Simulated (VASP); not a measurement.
# K (Pm-3m) in VASP: further runs

Runs on K. Level: PBE. Tasks: single point.

Everything below comes from runs of VASP 6.6.1. Logs are shortened: lines on timing, memory, paths and dates and some standing lists are left out, and cuts for length are marked.

## 1. Starting point

It takes space group Pm-3m (No. 221, cubic). The conventional cell has a = 4.310 Å, b = 4.310 Å, c = 4.310 Å, α = 90.00°, β = 90.00°, γ = 90.00°. Around K (site symmetry m-3m) lie 6 K at 4.31 Å.

This isn't the form of K at room conditions, which is bcc.

## 2. Single point, PBE

Input file INCAR:

```
  PREC = Accurate
  ENCUT = 400
  EDIFF = 0.01
  ISMEAR = 0
  SIGMA = 0.2
  LREAL = False
  LASPH = True
  NELM = 100
  ALGO = Normal
  ISIF = 2
  LWAVE = False
  LCHARG = False
  GGA = PE
  NBANDS = 10
  ADDGRID = False
```

Input file KPOINTS:

```
regular mesh
0
Gamma
  6 6 6
```

Input file POSCAR:

```
K
1.0
    4.3104394900      0.0000000000      0.0000000000
    0.0000000000      4.3104394900      0.0000000000
    0.0000000000      0.0000000000      4.3104394900
K
1
Direct
    0.0000000000      0.0000000000      0.0000000000
```

Potentials or basis: VASP PAW PBE potentials, release 64 (K_sv).

Launch:

```console
> cat potpaw_PBE.64/K_sv/POTCAR > POTCAR
> mpirun -np 1 vasp_std > vasp.out
```

OUTCAR:

```text
PREC = Accurate
   ENCUT = 400
   EDIFF = 0.01
   ISMEAR = 0
   LREAL = False
   LASPH = True
   NELM = 100
   ISIF = 2
   GGA = PE

 Found     20 irreducible k-points:

 Following reciprocal coordinates:
            Coordinates               Weight
  0.000000  0.000000  0.000000      1.000000
  0.166667  0.000000  0.000000      6.000000
  0.333333  0.000000  0.000000      6.000000
  0.500000  0.000000  0.000000      3.000000
  0.166667  0.166667  0.000000     12.000000
  0.333333  0.166667  0.000000     24.000000
   k-points           NKPTS =     20   k-points in BZ     NKDIM =     20   number of bands    NBANDS=     10
   number of dos      NEDOS =    301   number of ions     NIONS =      1
   total plane-waves  NPLWV =  21952
   dimension x,y,z NGX =    28 NGY =   28 NGZ =   28
   dimension x,y,z NGXF=    56 NGYF=   56 NGZF=   56
   ions per type =               1
   NGX,Y,Z   is equivalent  to a cutoff of  10.80, 10.80, 10.80 a.u.
   NGXF,Y,Z  is equivalent  to a cutoff of  21.60, 21.60, 21.60 a.u.
 SYSTEM =  unknown system
   PREC   = accura    normal or accurate (medium, high low for compatibility)
   ISTART =      0    job   : 0-new  1-cont  2-samecut
   ICHARG =      2    charge: 1-file 2-atom 10-const
   ISPIN  =      1    spin polarized calculation?
   LNONCOLLINEAR =      F non collinear calculations
   LSORBIT =      F    spin-orbit coupling
   LASPH  =      T    aspherical Exc in radial PAW
   ENCUT  =  400.0 eV  29.40 Ry    5.42 a.u.   7.03  7.03  7.03*2*pi/ulx,y,z
   NELM   =    100;   NELMIN=  2; NELMDL= -5     # of ELM steps
   EDIFF  = 0.1E-01   stopping-criterion for ELM
   LREAL  =      F    real-space projection
   EDIFFG = 0.1E+00   stopping-criterion for IOM
   NSW    =      0    number of steps for IOM
   IBRION =     -1    ionic relax: 0-MD 1-quasi-New 2-CG
   NFREE  =      0    steps in history (QN), initial steepest desc. (CG)
   ISIF   =      2    stress and relaxation
   ISYM   =      2    0-nonsym 1-usesym 2-fastsym
   POTIM  = 0.5000    time-step for ionic-motion
   TEBEG  =    0.0;   TEEND  =   0.0 temperature during run
   PSTRESS=    0.0 pullay stress
   NELECT =       9.0000    total number of electrons
   NUPDOWN=      -1.0000    fix difference up-down
   EMIN   =  10.00;   EMAX   =-10.00  energy-range for DOS
   EFERMI =   0.00;   METHOD = LEGACY
   ISMEAR =     0;   SIGMA  =   0.20  broadening in eV -4-tet -1-fermi 0-gaus
   EFERMI_NEDOS =   21; number of points for ismear=-14 and -15
   IALGO  =     38    algorithm
   IMIX   =      4    mixing-type and parameters
     AMIX     =   0.40;   BMIX     =  1.00
     AMIX_MAG =   1.60;   BMIX_MAG =  1.00
  volume/ion in A,a.u.               =      80.09       540.46
  Fermi-wavevector in a.u.,A,eV,Ry     =   0.790013  1.492908  8.491671  0.624120
  Thomas-Fermi vector in A             =   1.895269
   LORBIT       =      0    0 simple, 1 ext, 2 COOP (PROOUT), +10 PAW based schemes
   GGA     = PE    functional components
   LHFCALC =     F    Hartree Fock is set to
   AEXX    =    0.0000 exact exchange contribution
   IVDW    =     0    specifies the selected vdW correction
   LEPSILON=     F    determine dielectric tensor
   LRPA    =     F    only Hartree local field effects (RPA)
 non-spin polarized calculation
 Gauss-broadening in eV      SIGMA  =   0.20
  energy-cutoff  :      400.00
  volume of cell :       80.09
 maximum number of plane-waves:      1472
   NGX = 15   NGY = 15   NGZ = 15

 number of electron       9.0000006 magnetization

 Free energy of the ion-electron system (eV)
  ---------------------------------------------------
  ext. energy  EPLUGINS =         0.00000000
  ---------------------------------------------------
  free energy    TOTEN  =        -0.94602749 eV

  energy without entropy =       -0.92509816  energy(sigma->0) =       -0.93556282

 E-fermi :  -0.1759     XC(G=0):  -5.3987

 val. band max:       -0.2804914402   @ k =   0.5000   0.0000   0.0000
 cond. band min:      -0.1663783150   @ k =   0.3333   0.3333   0.1667
 fundamental gap:      0.1141131252
 Fermi energy:        -0.1759219365

 k-point     1 :       0.0000    0.0000    0.0000
  band No.  band energies     occupation
      1     -32.4549      2.00000
      2     -15.9059      2.00000
      3     -15.9059      2.00000
      4     -15.9059      2.00000
      5      -2.2824      2.00000
      6       2.6806      0.00000
      7       2.6806      0.00000
      8       5.9731      0.00000
      9       6.0429      0.00000
     10       6.0787      0.00000

 k-point     2 :       0.1667    0.0000    0.0000
  band No.  band energies     occupation
      1     -32.4539      2.00000
      2     -15.9273      2.00000
      3     -15.9041      2.00000
      4     -15.9041      2.00000
      5      -2.0275      2.00000
      6       2.3531      0.00000
      7       2.8068      0.00000
      8       5.2011      0.00000
      9       5.2013      0.00000
     10       5.4726      0.00000

 k-point     3 :       0.3333    0.0000    0.0000
  band No.  band energies     occupation
      1     -32.4518      2.00000
      2     -15.9696      2.00000
      3     -15.9005      2.00000
      4     -15.9005      2.00000
      5      -1.2965      2.00000
      6       1.2050      0.00000
      7       3.1060      0.00000
      8       4.6408      0.00000
      9       4.6408      0.00000
     10       5.8299      0.00000

 k-point     4 :       0.5000    0.0000    0.0000
  band No.  band energies     occupation
      1     -32.4508      2.00000
      2     -15.9906      2.00000
      3     -15.8987      2.00000
      4     -15.8987      2.00000
      5      -0.2805      1.54035
      6      -0.0487      0.36839
      7       3.2906      0.00000
      8       4.4418      0.00000
      9       4.4418      0.00000
     10       6.1134      0.00000

 k-point     5 :       0.1667    0.1667    0.0000
  band No.  band energies     occupation
      1     -32.4528      2.00000
      2     -15.9260      2.00000
      3     -15.9245      2.00000
      4     -15.9023      2.00000
      5      -1.7765      2.00000
      6       2.4304      0.00000
      7       2.6153      0.00000
      8       4.3723      0.00000
      9       5.1074      0.00000
     10       5.6625      0.00000

 k-point     6 :       0.3333    0.1667    0.0000
  band No.  band energies     occupation
      1     -32.4507      2.00000
      2     -15.9672      2.00000
      3     -15.9212      2.00000
      4     -15.8987      2.00000
      5      -1.0571      2.00000
      6       1.3905      0.00000
      7       2.9253      0.00000
      8       4.0340      0.00000
      9       4.7219      0.00000
     10       5.6327      0.00000

 [... further k-points ...]

------------------------ aborting loop because EDIFF is reached ----------------------------------------

  FORCE on cell =-STRESS in cart. coord.  units (eV):
  Direction    XX          YY          ZZ          XY          YZ          ZX
  --------------------------------------------------------------------------------------
  -------------------------------------------------------------------------------------
  Total       -0.3405947     -0.3405947     -0.3405947     -0.0000000      0.0000000     -0.0000000
  in kB       -6.8137129     -6.8137129     -6.8137129     -0.0000000      0.0000000     -0.0000000
  external PRESSURE =      -6.8137129 kB  Pullay stress =       0.0000000 kB

 VOLUME and BASIS-vectors are now :
 -----------------------------------------------------------------------------
  energy-cutoff  :      400.00
  volume of cell :       80.09
      direct lattice vectors                 reciprocal lattice vectors
     4.310439490  0.000000000  0.000000000     0.231994905  0.000000000  0.000000000
     0.000000000  4.310439490  0.000000000     0.000000000  0.231994905  0.000000000
     0.000000000  0.000000000  4.310439490     0.000000000  0.000000000  0.231994905

 POSITION                                       TOTAL-FORCE (eV/Angst)
 -----------------------------------------------------------------------------------
      0.00000      0.00000      0.00000         0.000000      0.000000      0.000000
 -----------------------------------------------------------------------------------
    total drift:                               -0.000000     -0.000000     -0.000000

  FREE ENERGIE OF THE ION-ELECTRON SYSTEM (eV)
  ---------------------------------------------------
  free  energy   TOTEN  =        -0.9460274875 eV

  energy  without entropy=       -0.9250981598  energy(sigma->0) =       -0.93556282
```

stdout:

```text
POSCAR found type information on POSCAR K
 POSCAR found :  1 types and       1 ions
 scaLAPACK will be used
 LDA part: xc-table for (Slater+PW92), standard interpolation
 POSCAR, INCAR and KPOINTS ok, starting setup
 FFT: planning ... GRIDC
 FFT: planning ... GRID_SOFT
 FFT: planning ... GRID
 WAVECAR not read
 entering main loop
```

Run time: 3.7 s. Hardware: 1 thread of Intel Xeon Platinum 8488C (Sapphire Rapids), shared host; peak memory 0.15 GiB.

These settings aren't checked as converged: the numbers below hold their error.

What came out:

```yaml
Free_energy: -0.9460 eV
Pressure: -0.7 GPa
Band_gap_on_the_k_mesh: none (metal or under the smearing width)
```

## 3. Single point, PBE

INCAR, as its differences from that of step 2:

```diff
@@ -2,3 +2,3 @@
   ENCUT = 400
-  EDIFF = 0.01
+  EDIFF = 0.001
   ISMEAR = 0
```

KPOINTS is that of step 2.

POSCAR is that of step 2.

Potentials or basis: VASP PAW PBE potentials, release 64 (K_sv).

Launch:

```console
> cat potpaw_PBE.64/K_sv/POTCAR > POTCAR
> mpirun -np 1 vasp_std > vasp.out
```

OUTCAR:

```text
PREC = Accurate
   ENCUT = 400
   EDIFF = 0.001
   ISMEAR = 0
   LREAL = False
   LASPH = True
   NELM = 100
   ISIF = 2
   GGA = PE

 Found     20 irreducible k-points:

 Following reciprocal coordinates:
            Coordinates               Weight
  0.000000  0.000000  0.000000      1.000000
  0.166667  0.000000  0.000000      6.000000
  0.333333  0.000000  0.000000      6.000000
  0.500000  0.000000  0.000000      3.000000
  0.166667  0.166667  0.000000     12.000000
  0.333333  0.166667  0.000000     24.000000
   k-points           NKPTS =     20   k-points in BZ     NKDIM =     20   number of bands    NBANDS=     10
   number of dos      NEDOS =    301   number of ions     NIONS =      1
   total plane-waves  NPLWV =  21952
   dimension x,y,z NGX =    28 NGY =   28 NGZ =   28
   dimension x,y,z NGXF=    56 NGYF=   56 NGZF=   56
   ions per type =               1
   NGX,Y,Z   is equivalent  to a cutoff of  10.80, 10.80, 10.80 a.u.
   NGXF,Y,Z  is equivalent  to a cutoff of  21.60, 21.60, 21.60 a.u.
 SYSTEM =  unknown system
   PREC   = accura    normal or accurate (medium, high low for compatibility)
   ISTART =      0    job   : 0-new  1-cont  2-samecut
   ICHARG =      2    charge: 1-file 2-atom 10-const
   ISPIN  =      1    spin polarized calculation?
   LNONCOLLINEAR =      F non collinear calculations
   LSORBIT =      F    spin-orbit coupling
   LASPH  =      T    aspherical Exc in radial PAW
   ENCUT  =  400.0 eV  29.40 Ry    5.42 a.u.   7.03  7.03  7.03*2*pi/ulx,y,z
   NELM   =    100;   NELMIN=  2; NELMDL= -5     # of ELM steps
   EDIFF  = 0.1E-02   stopping-criterion for ELM
   LREAL  =      F    real-space projection
   EDIFFG = 0.1E-01   stopping-criterion for IOM
   NSW    =      0    number of steps for IOM
   IBRION =     -1    ionic relax: 0-MD 1-quasi-New 2-CG
   NFREE  =      0    steps in history (QN), initial steepest desc. (CG)
   ISIF   =      2    stress and relaxation
   ISYM   =      2    0-nonsym 1-usesym 2-fastsym
   POTIM  = 0.5000    time-step for ionic-motion
   TEBEG  =    0.0;   TEEND  =   0.0 temperature during run
   PSTRESS=    0.0 pullay stress
   NELECT =       9.0000    total number of electrons
   NUPDOWN=      -1.0000    fix difference up-down
   EMIN   =  10.00;   EMAX   =-10.00  energy-range for DOS
   EFERMI =   0.00;   METHOD = LEGACY
   ISMEAR =     0;   SIGMA  =   0.20  broadening in eV -4-tet -1-fermi 0-gaus
   EFERMI_NEDOS =   21; number of points for ismear=-14 and -15
   IALGO  =     38    algorithm
   IMIX   =      4    mixing-type and parameters
     AMIX     =   0.40;   BMIX     =  1.00
     AMIX_MAG =   1.60;   BMIX_MAG =  1.00
  volume/ion in A,a.u.               =      80.09       540.46
  Fermi-wavevector in a.u.,A,eV,Ry     =   0.790013  1.492908  8.491671  0.624120
  Thomas-Fermi vector in A             =   1.895269
   LORBIT       =      0    0 simple, 1 ext, 2 COOP (PROOUT), +10 PAW based schemes
   GGA     = PE    functional components
   LHFCALC =     F    Hartree Fock is set to
   AEXX    =    0.0000 exact exchange contribution
   IVDW    =     0    specifies the selected vdW correction
   LEPSILON=     F    determine dielectric tensor
   LRPA    =     F    only Hartree local field effects (RPA)
 non-spin polarized calculation
 Gauss-broadening in eV      SIGMA  =   0.20
  energy-cutoff  :      400.00
  volume of cell :       80.09
 maximum number of plane-waves:      1472
   NGX = 15   NGY = 15   NGZ = 15

 number of electron       9.0000006 magnetization

 Free energy of the ion-electron system (eV)
  ---------------------------------------------------
  ext. energy  EPLUGINS =         0.00000000
  ---------------------------------------------------
  free energy    TOTEN  =        -0.94607932 eV

  energy without entropy =       -0.92514991  energy(sigma->0) =       -0.93561461

 E-fermi :  -0.1759     XC(G=0):  -5.3987

 val. band max:       -0.2804731903   @ k =   0.5000   0.0000   0.0000
 cond. band min:      -0.1663950086   @ k =   0.3333   0.3333   0.1667
 fundamental gap:      0.1140781817
 Fermi energy:        -0.1759275205

 k-point     1 :       0.0000    0.0000    0.0000
  band No.  band energies     occupation
      1     -32.4543      2.00000
      2     -15.9054      2.00000
      3     -15.9054      2.00000
      4     -15.9054      2.00000
      5      -2.2824      2.00000
      6       2.6806      0.00000
      7       2.6806      0.00000
      8       5.9733      0.00000
      9       6.0430      0.00000
     10       6.0787      0.00000
[... 53 lines left out ...]
 k-point     6 :       0.3333    0.1667    0.0000
  band No.  band energies     occupation
      1     -32.4502      2.00000
      2     -15.9667      2.00000
      3     -15.9207      2.00000
      4     -15.8983      2.00000
      5      -1.0571      2.00000
      6       1.3905      0.00000
      7       2.9253      0.00000
      8       4.0340      0.00000
      9       4.7220      0.00000
     10       5.6328      0.00000

 [... further k-points ...]

------------------------ aborting loop because EDIFF is reached ----------------------------------------

  FORCE on cell =-STRESS in cart. coord.  units (eV):
  Direction    XX          YY          ZZ          XY          YZ          ZX
  --------------------------------------------------------------------------------------
  -------------------------------------------------------------------------------------
  Total       -0.3194704     -0.3194704     -0.3194704      0.0000000      0.0000000      0.0000000
  in kB       -6.3911136     -6.3911136     -6.3911136      0.0000000      0.0000000      0.0000000
  external PRESSURE =      -6.3911136 kB  Pullay stress =       0.0000000 kB

 VOLUME and BASIS-vectors are now :
 -----------------------------------------------------------------------------
  energy-cutoff  :      400.00
  volume of cell :       80.09
      direct lattice vectors                 reciprocal lattice vectors
     4.310439490  0.000000000  0.000000000     0.231994905  0.000000000  0.000000000
     0.000000000  4.310439490  0.000000000     0.000000000  0.231994905  0.000000000
     0.000000000  0.000000000  4.310439490     0.000000000  0.000000000  0.231994905

 POSITION                                       TOTAL-FORCE (eV/Angst)
 -----------------------------------------------------------------------------------
      0.00000      0.00000      0.00000         0.000000      0.000000      0.000000
 -----------------------------------------------------------------------------------
    total drift:                               -0.000000     -0.000000     -0.000000

  FREE ENERGIE OF THE ION-ELECTRON SYSTEM (eV)
  ---------------------------------------------------
  free  energy   TOTEN  =        -0.9460793167 eV

  energy  without entropy=       -0.9251499116  energy(sigma->0) =       -0.93561461
```

OSZICAR:

```text
N       E                     dE             d eps       ncg     rms          rms(c)
DAV:   1     0.374842261950E+02    0.37484E+02   -0.30664E+03   408   0.553E+02
DAV:   2     0.242608506795E+00   -0.37242E+02   -0.36917E+02   438   0.171E+02
DAV:   3    -0.897338939789E+00   -0.11399E+01   -0.11276E+01   606   0.238E+01
DAV:   4    -0.946322185857E+00   -0.48983E-01   -0.48933E-01   560   0.411E+00
DAV:   5    -0.946923955348E+00   -0.60177E-03   -0.60174E-03   618   0.384E-01    0.177E+00
DAV:   6    -0.946079316674E+00    0.84464E-03   -0.15133E-03   580   0.244E-01
   1 F= -.94607932E+00 E0= -.93561461E+00  d E =-.209294E-01
```

stdout:

```text
POSCAR found type information on POSCAR K
 POSCAR found :  1 types and       1 ions
 scaLAPACK will be used
 LDA part: xc-table for (Slater+PW92), standard interpolation
 POSCAR, INCAR and KPOINTS ok, starting setup
 FFT: planning ... GRIDC
 FFT: planning ... GRID_SOFT
 FFT: planning ... GRID
 WAVECAR not read
 entering main loop
```

It took 3.4 s on 1 thread of Intel Xeon Platinum 8488C (Sapphire Rapids), shared host; peak memory 0.15 GiB.

The run converged, but some of its settings lie outside the range that counts as converged, so its numbers aren't taken as properties of the crystal.

What came out:

```
Free energy            : -0.9461 eV
Pressure               : -0.6 GPa
Band gap on the k mesh : none (metal or under the smearing width)
```

## 4. For comparison

An earlier run on the cell as given: functional PBE; potentials or basis VASP PAW PBE potentials, release 64 (K_sv); cutoff 520 eV; k mesh 6 × 6 × 6; occupations fermi-dirac, width 0.05 eV; no spin polarisation.

- Pressure: 0.0 GPa
- Band gap on the k mesh: none (metal or under the smearing width)
